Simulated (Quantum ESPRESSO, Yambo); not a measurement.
# A GW chain in Yambo: GaAs (F-43m), part 2 of 3

Aim: the G0W0 gap of GaAs (F-43m) on PBE, step by step.

Quantum ESPRESSO 7.5 and Yambo 5.3.0; PBE and many-body steps on it, plane waves. Known limits of the many-body steps: not at the basis limit; no spin-orbit coupling; coarse k mesh.

So far. Step 2 (Ground state): The gap is direct, at Γ. Step 3 (Bands along the symmetry lines): The gap is 0.518 eV, as in the run before at this level.

## 4. Empty states on the mesh, 4×4×4 mesh, 124 bands

Level of this step: DFT, PBE, plane waves, norm-conserving pseudopotentials (Quantum ESPRESSO).

The sums over transitions need many empty states on a uniform mesh; this step solves for them.

File pw.in:

```
&control
  calculation = 'nscf'
  prefix = 'x'
  outdir = 'o'
  pseudo_dir = 'pseudo'
/
&system
  ibrav = 0
  nat = 2
  ntyp = 2
  ecutwfc = 104.0
  nbnd = 124
  force_symmorphic = .true.
/
&electrons
  conv_thr = 1e-9
  electron_maxstep = 80
  diago_full_acc = .true.
  diago_thr_init = 5e-6
/
ATOMIC_SPECIES
  Ga 69.723 Ga.upf
  As 74.922 As.upf
CELL_PARAMETERS angstrom
  0.0000000000 2.8268500000 2.8268500000
  2.8268500000 0.0000000000 2.8268500000
  2.8268500000 2.8268500000 -0.0000000000
ATOMIC_POSITIONS crystal
  Ga 0.0000000000 0.0000000000 0.0000000000
  As 0.2500000000 0.2500000000 0.2500000000
K_POINTS automatic
  4 4 4 0 0 0
```

Command:

```
> OMP_NUM_THREADS=1 mpirun -n 4 pw.x -nk 4 -in pw.in > pw.out
```

Log:

```text
[banner, memory and clock lines left out]
Program PWSCF v.7.5 starts

     Atomic positions and unit cell read from directory:
     o/x.save/

     Message from routine setup:
     using ibrav=0 with symmetry is DISCOURAGED, use correct ibrav instead

     G-vector sticks info

     bravais-lattice index     =            0
     lattice parameter (alat)  =       7.5547  a.u.
     unit-cell volume          =     304.8842 (a.u.)^3
     number of atoms/cell      =            2
     number of atomic types    =            2
     number of electrons       =        44.00
     number of Kohn-Sham states=          124
     kinetic-energy cutoff     =     104.0000  Ry
     charge density cutoff     =     416.0000  Ry
     Exchange-correlation= PBE
                           (   1   4   3   4   0   0   0)

     celldm(1)=   7.554690  celldm(2)=   0.000000  celldm(3)=   0.000000
     celldm(4)=   0.000000  celldm(5)=   0.000000  celldm(6)=   0.000000

     crystal axes: (cart. coord. in units of alat)
               a(1) = (   0.000000   0.707107   0.707107 )
               a(2) = (   0.707107   0.000000   0.707107 )
               a(3) = (   0.707107   0.707107  -0.000000 )

     reciprocal axes: (cart. coord. in units 2 pi/alat)
               b(1) = ( -0.707107  0.707107  0.707107 )
               b(2) = (  0.707107 -0.707107  0.707107 )
               b(3) = (  0.707107  0.707107 -0.707107 )
     Pseudo is Norm-conserving + core correction, Zval = 21.0
     Generated using ONCVPSP code by D. R. Hamann
     Using radial grid of 1902 points,  6 beta functions with:
     Pseudo is Norm-conserving + core correction, Zval = 23.0
     Generated using ONCVPSP code by D. R. Hamann
     Using radial grid of 1358 points,  6 beta functions with:
     Ga               21.00    69.72300     Ga( 1.00)
     As               23.00    74.92200     As( 1.00)

     24 Sym. Ops. (no inversion) found

   Cartesian axes

     site n.     atom                  positions (alat units)
         1        Ga     tau(   1) = (   0.0000000   0.0000000   0.0000000  )
         2        As     tau(   2) = (   0.3535534   0.3535534   0.3535534  )

     number of k points=     8
                       cart. coord. in units 2pi/alat
        k(    1) = (   0.0000000   0.0000000   0.0000000), wk =   0.0312500
        k(    2) = (   0.1767767   0.1767767  -0.1767767), wk =   0.2500000
        k(    3) = (  -0.3535534  -0.3535534   0.3535534), wk =   0.1250000
[...]
k(    7) = (  -0.7071068   0.0000000   0.0000000), wk =   0.0937500
        k(    8) = (  -0.7071068   0.3535534   0.0000000), wk =   0.1875000

     Dense  grid:    43655 G-vectors     FFT dimensions: (  50,  50,  50)

     The potential is recalculated from file :
     o/x.save/charge-density

     Starting wfcs are   26 randomized atomic wfcs +   98 random wfcs

     Band Structure Calculation

     End of band structure calculation

          k = 0.0000 0.0000 0.0000 (  5577 PWs)   bands (ev):

  -174.9302-133.8474-118.3121-118.3121-118.3121 -84.5719 -84.5719 -84.5719
   -25.3230 -25.3230 -25.3230 -25.3139 -25.3139  -4.9669  -4.9669  -4.9669
    -4.8900  -4.8900  -2.8987   9.8275   9.8275   9.8275  10.3456  13.5642
    13.5642  13.5642  17.4293  19.9896  19.9896  21.3957  21.3957  21.3957
[...]
[... 4 further rows ...]
[...]
96.3436  96.3436  96.9545  96.9545

          k = 0.1768 0.1768-0.1768 (  5459 PWs)   bands (ev):

  -174.9302-133.8473-118.3121-118.3121-118.3121 -84.5717 -84.5717 -84.5717
[...]
[... 4 further rows ...]
[...]
99.7919 100.2479 100.6334 100.6334

          k =-0.3536-0.3536 0.3536 (  5444 PWs)   bands (ev):

  -174.9302-133.8473-118.3121-118.3121-118.3121 -84.5717 -84.5717 -84.5717
[...]
66.3909  66.3909  66.8454  68.4226  68.4226  68.6866  68.6866  68.7091
     [... 4 further rows ...]
    95.7229  95.7229  96.3827  96.3827  96.5790  96.8161  97.0642  97.0642
    97.8354  97.8354  98.1728 100.6336

          k = 0.3536 0.0000 0.0000 (  5457 PWs)   bands (ev):

     [... further k-points ...]

     highest occupied, lowest unoccupied level (ev):     9.8275   10.3456

     XML data file, pseudopotentials, collected wavefunctions
```

Wall time 5.9 s (4 MPI ranks of Intel Xeon 6975P-C (Granite Rapids), shared host); peak memory 0.48 GiB; 23 s of CPU time.

Numbers from this step:

```
gap                                                           : 0.5181 eV
k of the valence top                                          : 0, 0, 0
k of the conduction bottom                                    : 0, 0, 0
least direct gap                                              : 0.5181 eV
k points computed                                             : 8
lowest point of the top converged band, above the valence top : 87.1270 eV
```

On this mesh the gap is 0.518 eV.

## 5. Conversion and set-up

This step: Yambo 5.3.0; conversion and set-up on PBE, plane waves, norm-conserving pseudopotentials.

The states are converted to the many-body program's format and the q mesh is built.

Command:

```
> (cd o/x.save; p2y > p2y.log; mv SAVE ../..); yambo > setup.log
```

Log:

```text
 Yambo, version 5.3.0

 [02] CORE Variables Setup
 =========================

  [02.01] Unit cells
  ==================

  Cell kind             :  FCC
  Atoms in the cell     :  Ga  As
  number of Ga atoms    :  1
  number of As atoms    :  1

  List of atomic masses
  Mass of Ga    :  69.72300
  Mass of As    :  74.92200

  List of atomic coordinates    : [cc]
  Ga1       :  0.000000  0.000000  0.000000  order 1
  As1       :  2.670986  2.670986  2.670986  order 2

  Alat factors          :  5.341972  5.341972  5.341972 [a.u.]
  Direct lattice volume :  304.8842 [a.u.]
  Direct lattice vectors:  A[ 1 ]  A[ 2 ]  A[ 3 ]
   A[ 1 ]:  0.000000  1.000000  1.000000  [iru]
   0.000000  5.341972  5.341972  [cc]
   A[ 2 ]:  1.000000  0.000000  1.000000  [iru]
   5.341972  0.000000  5.341972  [cc]
   A[ 3 ]:  1.000000  1.000000 -0.000000  [iru]
   5.341972  5.341972 -0.000000  [cc]

  Recip. lattice volume :  0.813588 [a.u.]
  Recip. lattice vectors:  B[ 1 ]  B[ 2 ]  B[ 3 ]
   B[ 1 ]: -0.500000  0.500000  0.500000  [iku]
  -0.588096  0.588096  0.588096  [cc]
   B[ 2 ]:  0.500000 -0.500000  0.500000  [iku]
   0.588096 -0.588096  0.588096  [cc]
   B[ 3 ]:  0.500000  0.500000 -0.500000  [iku]
   0.588096  0.588096 -0.588096  [cc]

  [02.02] Symmetries
  ==================

  Inversion symmetry    : yes
  Spatial inversion     : no
  Inversion index       :  25
  K-space Time-reversal : yes
  Magnetic symmetries   : no
  Time-reversal derived K-space symmetries:   25   48
  Group table correct   : yes
  Symmetries units      :  [cc]

   [S  1]:   1.0000      0.14712E-16  0.14712E-16  0.14712E-16   1.0000     -0.14712E-16 -0.14712E-16 -0.14712E-16   1.0000
   [S  2]:  -1.0000     -0.14712E-16  0.14712E-16 -0.14712E-16  -1.0000     -0.14712E-16  0.14712E-16  0.14712E-16   1.0000
   [S  3]:  -1.0000      0.14712E-16 -0.14712E-16 -0.14712E-16   1.0000      0.14712E-16  0.14712E-16 -0.14712E-16  -1.0000
[...]
[S  9]:  0.14712E-16   1.0000      0.14712E-16 -0.14712E-16  0.14712E-16   1.0000       1.0000     -0.14712E-16 -0.14712E-16
   [S 10]:  0.14712E-16  -1.0000     -0.14712E-16 -0.14712E-16 -0.14712E-16  -1.0000       1.0000      0.14712E-16  0.14712E-16
     [... 36 further rows ...]
   [S*47]:   1.0000      0.14712E-16 -0.14712E-16  0.14712E-16 -0.14712E-16  -1.0000     -0.14712E-16   1.0000      0.14712E-16
   [S*48]:   1.0000     -0.14712E-16  0.14712E-16  0.14712E-16  0.14712E-16   1.0000     -0.14712E-16  -1.0000     -0.14712E-16

  [02.03] Reciprocal space
  ========================

  nG shells         :   403
  nG charge         :   43655
  nG WFs            :   6501
  nC WFs            :   5577
  G-vecs. in first 40 shells:  [ Number ]
     1    9   15   27   51   59   65   89  113
    137   169   181   229   259   283   307   331   339
    387   411   459   531   537   561   609   645   701
[...]
1139  1211  1243  1291
  ...
[...]
K/Q-points units:
  rlu = crystal or reduced units; cc = cartesian coordinates; iku = interal k-units

  K [1]          [rlu]:  0.000000  0.000000  0.000000
         WF components:   5577
  K [2]          [rlu]: -0.91587E-18 -0.91587E-18  0.25000
         WF components:   5459
  K [3]          [rlu]:  0.18317E-17  0.18317E-17 -0.50000
         WF components:   5444
  K [4]          [rlu]:  0.26116E-17  0.25000      0.25000
         WF components:   5457
  K [5]          [rlu]:  0.18030E-16  0.25000     -0.50000
         WF components:   5467
  [... 2 further k-points ...]
  K [8]          [rlu]:  0.250000 -0.500000 -0.250000
         WF components:   5440

  [02.05] Energies & Occupations
  ==============================

  [X] === General ===
  [X] Electronic Temperature                        :  0.000000  0.000000 [eV K]
  [X] Bosonic    Temperature                        :  0.000000  0.000000 [eV K]
  [X] Finite Temperature mode                       : no
  [X] El. density                                   :  0.97390E+24 [cm-3]
  [X] Fermi Level                                   :  9.827511 [eV]

  [X] === Gaps and Widths ===
  [X] Conduction Band Min                           :  0.518057 [eV]
  [X] Valence Band Max                              :  0.000000 [eV]
  [X] Filled Bands                                  :  22
  [X] Empty Bands                                   :   23  124
  [X] Direct Gap                                    :  0.518057 [eV]
  [X] Direct Gap localized at k                     :  1
  [X] Indirect Gap                                  :  0.518057 [eV]
  [X] Indirect Gap between kpts                     :  1  1
  [X] Last valence band width                       :  3.339194 [eV]
  [X] 1st conduction band width                     :  4.106600 [eV]

  E @ K [1]:  [eV]
  -184.7577 -143.6748 -128.1396 -128.1396 -128.1396  -94.3994  -94.3994  -94.3994
  -35.15048 -35.15048 -35.15048 -35.14141 -35.14141 -14.79439 -14.79439 -14.79439
   -14.717      -14.717      -12.726     -0.33069E-09 -0.16327E-09   0.0000      0.51806       3.7367
[...]
occ @ K [1]
[...]
E @ K [2]:  [eV]
[...]
occ @ K [2]
[...]
E @ K [3]:  [eV]
[...]
occ @ K [3]
[...]
E @ K [4]:  [eV]
[...]
occ @ K [4]
[...]
E @ K [5]:  [eV]
[...]
occ @ K [5]
[...]
[... 2 further k-points ...]
  E @ K [8]:  [eV]
[...]
occ @ K [8]
[...]
0.000000  0.000000  0.000000  0.000000  0.000000  0.000000  0.000000  0.000000
   0.000000  0.000000  0.000000  0.000000  0.000000  0.000000  0.000000  0.000000

 [03] Transferred momenta grid and indexing
 ==========================================

 IBZ Q-points                                      :   8
 BZ  Q-points                                      :   64

 K/Q-points units:
 rlu = crystal or reduced units; cc = cartesian coordinates; iku = interal k-units

 Q [1]          [rlu]:  0.000000  0.000000  0.000000
 Q [2]          [rlu]: -0.91587E-18 -0.91587E-18  0.25000
 Q [3]          [rlu]:  0.18317E-17  0.18317E-17 -0.50000
[...]
Q [7]          [rlu]: -0.52231E-17 -0.50000     -0.50000
 Q [8]          [rlu]:  0.250000 -0.500000 -0.250000

  [03.01] X indexes
  =================

   [03.01.01] Sigma indexes
   ========================

 [06] Game Over & Game summary
```

Wall time 2.8 s (1 MPI rank); peak memory 0.26 GiB.

(Continued in part 3 of 3.)

[Paths, hosts, dates, memory and timing lines, banners, echoed tables and standing remarks are left out of the program output.]

[Logs are printed without paths, hosts, clocks, repeated set-up lines and the standing remarks that a program may print on its own settings, such as how far it seeks lower states.]

[Runs of the session that timed out or met a known fault of the program may be left out.]

[Hosts, paths, dates, database ids (printed as entryN), source tags and the programs' standing remarks are cut or masked in the printed files.]
